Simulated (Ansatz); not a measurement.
**WS2: stress in a strained cell**

Aim: deform WS2 (equal xx and yy strain of -1 %) and compute stress, forces and field gradients with LAPW, PAW and all-electron datasets made for the crystal.

Method: DFT LDA, scalar-relativistic, in Ansatz 0.2.0.

## 1. The system as given

It takes space group R3m (No. 160, trigonal). Conventional cell: a = 3.158 Å, b = 3.158 Å, c = 18.490 Å, α = 90.00°, β = 90.00°, γ = 120.00°. W (site symmetry 3m) is surrounded by 6 S at 2.39 to 2.42 Å. Around S (site symmetry 3m) lie 3 W at 2.39 Å. S (site symmetry 3m) is surrounded by 3 W at 2.42 Å.

Coordinates:

```cif
data_structure
_symmetry_space_group_name_H-M 'R3m:H'
_symmetry_Int_Tables_number 160
_cell_length_a 3.1580
_cell_length_b 3.1580
_cell_length_c 18.4900
_cell_angle_alpha 90.000
_cell_angle_beta 90.000
_cell_angle_gamma 120.000
_cell_volume 159.70
loop_
_atom_site_label
_atom_site_type_symbol
_atom_site_symmetry_multiplicity
_atom_site_Wyckoff_symbol
_atom_site_fract_x
_atom_site_fract_y
_atom_site_fract_z
_atom_site_occupancy
W1 W 3 a 0.00000 0.00000 0.00000 1
S1 S 3 a 0.66667 0.33333 0.08363 1
S2 S 3 a 0.33333 0.66667 0.24767 1
```

The file gives the conventional cell by its symmetry; the runs use the cell typed in the input.

Atoms are numbered in the order of the input: W1, S2, S3.

## 2. The deformed structure

Space group R3m before, R3m after.

## 3. All-electron LAPW

Contents of input.yaml:

```yaml
crystal:
  lattice:
    - [1.5632103805, 0.9025199339, 6.16333]
    - [-1.5632103805, 0.9025199339, 6.16333]
    - [0.0, -1.8050398679, 6.16333]
  atoms:
    - { symbol: W, position: [0.0, 0.0, 0.0] }
    - { symbol: S, position: [0.7503, 0.7503, 0.7503] }
    - { symbol: S, position: [0.581, 0.581, 0.581] }
kpoints:
  mp_grid: { grid: [13, 13, 13] }
  band_path:
    path:
      - [0.0, 0.0, 0.0]
      - [0.5, 0.5, 0.5]
      - [0.8190380916, 0.1809619084, 0.5]
      - [0.5, -0.1809619084, 0.1809619084]
      - [0.5, 0.0, 0.0]
      - [0.0, 0.0, 0.0]
      - [0.3404809542, -0.3404809542, 0.0]
      - [0.6595190458, 0.0, 0.3404809542]
      - [0.5, 0.0, 0.5]
    npoints: 5
scf:
  occupations: { method: fermi_dirac, width: 0.08 }
hamiltonian:
  xc: lda
  pseudopotentials: { kind: all_electron, lapw: { basis_error: 0.0005 } }
output:
  forces: true
  stress: true
  eigenvalues: true
```

Run with:

```sh
$ ansatz run input.yaml --threads 1 --pin off --max-ram 6144MiB --backend cpu --events-out ev --progress --plain --runs-dir out
```

The program printed:

```text
LAPW: plane waves up to 9.172 Å⁻¹, error target 5.0e-4 eV per atom; small_component_spin mean_spin; S in spheres of 1.025 Å, 14 of its electrons in bands, Dirac shells []; W in spheres of 1.351 Å, 44 of its electrons in bands, Dirac shells []
Engine: ansatz 0.2.0
Pseudopotentials: kind: all_electron
Pseudopotential: W, LAPW, valence charge 44, Koelling and Harmon's equation, gaussian nucleus
Pseudopotential: S, LAPW, valence charge 14, Koelling and Harmon's equation, gaussian nucleus
Functional definition: SPW92
  exchange = slater_x
  correlation = pw_c
Crystal: 3 atoms, lattice volume = 52.172 Å³
Basis set: ecut = 320.5442196352975 eV, 707 PW (Γ), FFT grids on a1−a3, a2−a3, a3, exchange–correlation at level 2
Bands: 44, of which v1, the nominal top of the filled ones, is band 36 counted from 1 (35 counted from 0)
Symmetry: 6 space group operations
Space group: R3m (ITA 160), of the structure as read, at distance tolerance 3.7e-5 Å
k-points: 231 of 2197 (time reversal used)
Non-local potential: W, projectors of the file, none
Non-local potential: S, projectors of the file, none
Initial density: superposition of atomic densities (chi_scale 0.1, normalization cell, long waves kept (reshape's long-wave potential 0.08 eV rms))
Initial wavefunctions: plane waves of lowest kinetic energy (no species holds an atomic orbital)
Functional: x = slater, c = lda
iter 1 solved again at ethr=1.27e-3 eV; its pass at ethr=1.00e-1 eV (dr2=9.16e-1 eV) is discarded
SCF iter   1: F=—  HF=-460611.072824 eV  |F-HF|=—  |Δ(HF+E_count)|=         —  Δρ=3.80e-2  dr2=9.18e-1  ethr=1.27e-3  ⟨swp⟩=2.0  Hψ=65430  notcnv=0
preconditioner: auto → Resta (q_TF=auto, 2.879 Å⁻¹)  ε∞=2.9  [insulator: Δε(μ)=0.997 eV  Ē_g=21.152 eV  σ=0.080 eV  W_gap=0.99  n_scr=28 (ndim 8)  ℏωp=29.1 eV  f_vac=0.132  D(μ)=0.00/eV (n_scr^D=0)  ε∞_Penn≈2.9]
SCF iter   2: F=—  HF=-460610.740154 eV  |F-HF|=—  |Δ(HF+E_count)|=   3.33e-1  Δρ=1.78e-2  dr2=4.04e-1  ethr=1.27e-3  ⟨swp⟩=2.6  Hψ=30298  notcnv=0
SCF iter   3: F=—  HF=-460610.675241 eV  |F-HF|=—  |Δ(HF+E_count)|=   6.49e-2  Δρ=1.25e-2  dr2=1.06e-1  ethr=5.61e-4  ⟨swp⟩=2.4  Hψ=29800  notcnv=0
iter 4 solved again at ethr=1.06e-5 eV; its pass at ethr=1.47e-4 eV (dr2=7.62e-3 eV) is discarded
SCF iter   4: F=—  HF=-460610.640899 eV  |F-HF|=—  |Δ(HF+E_count)|=   3.43e-2  Δρ=3.80e-3  dr2=7.61e-3  ethr=1.06e-5  ⟨swp⟩=2.0  Hψ=50088  notcnv=0
SCF iter   5: F=—  HF=-460610.640187 eV  |F-HF|=—  |Δ(HF+E_count)|=         —  Δρ=6.30e-4  dr2=2.68e-4  ethr=1.06e-5  ⟨swp⟩=2.0  Hψ=28422  notcnv=0
the basis was enlarged: its passes take 367.1 KiB over the memory plan, 1 of 1 planned eigensolver slots
SCF iter   6: F=—  HF=-460610.640119 eV  |F-HF|=—  |Δ(HF+E_count)|=   6.78e-5  Δρ=2.69e-4  dr2=4.80e-5  ethr=3.73e-7  ⟨swp⟩=2.1  Hψ=28441  notcnv=0
SCF iter   7: F=—  HF=-460610.640099 eV  |F-HF|=—  |Δ(HF+E_count)|=   2.07e-5  Δρ=8.57e-5  dr2=5.16e-6  ethr=6.67e-8  ⟨swp⟩=2.0  Hψ=28426  notcnv=0
SCF iter   8: F=—  HF=-460610.640100 eV  |F-HF|=—  |Δ(HF+E_count)|=   1.23e-6  Δρ=3.25e-5  dr2=9.00e-7  ethr=7.17e-9  ⟨swp⟩=2.6  Hψ=28646  notcnv=0
SCF iter   9: F=—  HF=-460610.640100 eV  |F-HF|=—  |Δ(HF+E_count)|=   1.95e-7  Δρ=1.14e-5  dr2=1.85e-7  ethr=1.25e-9  ⟨swp⟩=3.0  Hψ=29816  notcnv=0
SCF iter  10: F=-460610.640100 eV  HF=-460610.640100 eV  |F-HF|=1.46e-9  |Δ(HF+E_count)|=   3.98e-8  Δρ=4.24e-6  dr2=1.40e-8  ethr=2.57e-10  ⟨swp⟩=2.0  Hψ=28431  notcnv=0
SCF 1 converged in 10 iterations: F = -460610.640100 eV  dr2 = 1.40e-8
NSCF: frozen V_eff on 41 k-points
SCF converged after 10 iterations
Free energy (F): -460610.640100 eV
Harris-Foulkes:  -460610.640100 eV  (|F-HF|=1.46e-9)
Internal energy: -460610.640067 eV  (E = F + TS)
E sigma→0 (E₀):  -460610.640083 eV
Entropy (-TS):   -0.000033 eV (-0.011 meV/atom)
Fermi energy:    14.831263 eV
--- Per-component energies (eV) ---
  E_band       = -7320.528134
  E_kinetic    = 513206.555860
  E_xc         = -9907.350280
  E_electrostatic = -963909.845646  (all electrons and nuclei)
  E_smearing   = -0.000033  (= −TS)
  E_closure    = 0.000000  (closes the sum)
  E_atoms      = -460585.883651  (free atoms, spherical and without spin; not in F)
  Σ components = -460610.640100   (vs F -460610.640100, Δ=0.00e0)
  Basis errors (estimates in eV, not in F): energy 2.2e-4 per atom: plane waves 2.0e-4 (1.1e-4 summed), levels above the bands 5.3e-51, relativity 6.7e-9, radial functions 2.2e-5, core shells 4.0e-8; eigenvalues (radial functions only) 6.2e-7; not estimated: angular momenta, meshes, grids; target (lapw.basis_error) 5.0e-4; muffin-tin radii S 1.025 Å, W 1.351 Å
--- Forces (eV/Å), atoms counted from 1 ---
  atom   1  W      0.00000000     0.00000000    -0.61295578
  atom   2  S      0.00000000    -0.00000000     0.26163921
  atom   3  S     -0.00000000    -0.00000000     0.35130402
  max |Σ_I F_I| component: 1.26e-5 eV/Å
--- Stress (GPa, compression-positive) ---
        0.044224       0.000000      -0.000000
        0.000000       0.044224       0.000000
       -0.000000       0.000000      -1.069663
  P = ⅓ Tr σ = -0.3271 GPa (-3.271 kbar)
--- Band table (eV; the first three rows and the last of 231) ---
  k-point 0: bands = ["-403.1248", "-403.1211", "-403.1211", "-218.7302", "-218.7302", "-218.7192", "-218.7192", "-218.7116", "-190.5849", "-190.5782", "-136.2954", "-136.2954", "-136.2890", "-136.2890", "-136.2576", "-136.2449", "-60.0454", "-24.3814", "-24.1577", "-24.1577", "-14.3369", "-14.3369", "-14.3283", "-14.3159", "-14.3159", "-14.3142", "-14.3066", "-1.2941", "0.7595", "6.6477", "10.9090", "10.9090", "12.2008", "12.2008", "12.8278", "13.1034", "16.7076", "16.7076", "17.0671", "17.0671", "19.2501", "22.2684", "22.7861", "24.4122"]
  k-point 1: bands = ["-403.1248", "-403.1211", "-403.1211", "-218.7302", "-218.7302", "-218.7192", "-218.7192", "-218.7116", "-190.5849", "-190.5782", "-136.2954", "-136.2954", "-136.2890", "-136.2890", "-136.2576", "-136.2449", "-60.0441", "-24.3770", "-24.1817", "-24.1632", "-14.3370", "-14.3366", "-14.3276", "-14.3164", "-14.3160", "-14.3138", "-14.3074", "-1.1870", "0.7902", "6.7789", "10.6435", "11.0144", "11.7504", "12.0333", "12.9287", "13.2262", "16.5807", "16.7877", "16.8351", "17.0384", "19.7363", "22.6622", "22.8685", "24.2783"]
  k-point 2: bands = ["-403.1248", "-403.1211", "-403.1211", "-218.7302", "-218.7302", "-218.7192", "-218.7192", "-218.7116", "-190.5849", "-190.5782", "-136.2954", "-136.2954", "-136.2890", "-136.2890", "-136.2576", "-136.2449", "-60.0406", "-24.3649", "-24.2479", "-24.1785", "-14.3372", "-14.3356", "-14.3256", "-14.3176", "-14.3164", "-14.3129", "-14.3097", "-0.8784", "0.8787", "7.1413", "10.0099", "10.9977", "11.2992", "11.6450", "12.8891", "13.2102", "16.0279", "16.7214", "16.8232", "17.3835", "20.7420", "22.7894", "23.4388", "24.1858"]
  k-point 230: bands = ["-403.1248", "-403.1211", "-403.1211", "-218.7302", "-218.7302", "-218.7192", "-218.7192", "-218.7116", "-190.5849", "-190.5782", "-136.2954", "-136.2954", "-136.2890", "-136.2890", "-136.2576", "-136.2449", "-60.0441", "-24.3771", "-24.1817", "-24.1632", "-14.3370", "-14.3366", "-14.3276", "-14.3164", "-14.3160", "-14.3138", "-14.3074", "-0.9582", "0.3570", "7.8337", "10.3156", "10.6303", "10.9983", "12.0658", "12.2323", "14.2345", "16.6971", "16.7849", "16.8317", "17.0470", "19.9248", "23.0734", "23.6350", "24.2155"]
```

It took 4.4 min on 1 thread of Arm Neoverse V2, shared host; peak memory 1.2 GiB.

Read from it: pressure -0.33 GPa; gap 1.00 eV; largest force 0.613 eV/Å.

[end of part 1 of 2]
